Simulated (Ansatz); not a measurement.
AlN in Ansatz: the effect of target pressure

The system is AlN.

```
Al N
1.0
     0.00000    2.18399    2.18399
     2.18399    0.00000    2.18399
     2.18399    2.18399    0.00000
Al N
1 1
Cartesian
  0.0000 0.0000 0.0000
  1.0920 1.0920 1.0920
```

Measurements of this composition are mostly on another form, of space group No. 186.

Alike in all runs:

```yaml
Program: Ansatz 0.2.0
Task: relaxation of cell and atoms
Functional: PBEsol
Potentials_or_basis: all-electron LAPW, scalar-relativistic
Basis_error_allowed: 0.001 eV/atom
k_mesh: 10 × 10 × 10
Occupations: fermi-dirac, width 0.05 eV
Spin: no spin polarisation
```

Each run relaxes the cell or the atoms first.

Q: One run gave: relaxed volume 10.23 Å³/atom; gap on the mesh 3.20 eV. Which target pressure did it use?
A. 30 GPa
B. 0 GPa
C. 20 GPa
D. 5 GPa
E. 10 GPa

A: D.

```csv
target pressure,relaxed volume (Å³/atom),gap on the mesh (eV)
0 GPa,10.48,3.19
5 GPa,10.23,3.20
10 GPa,10.01,3.21
20 GPa,9.63,3.22
30 GPa,9.30,3.24
```

A k mesh can miss the band edges.
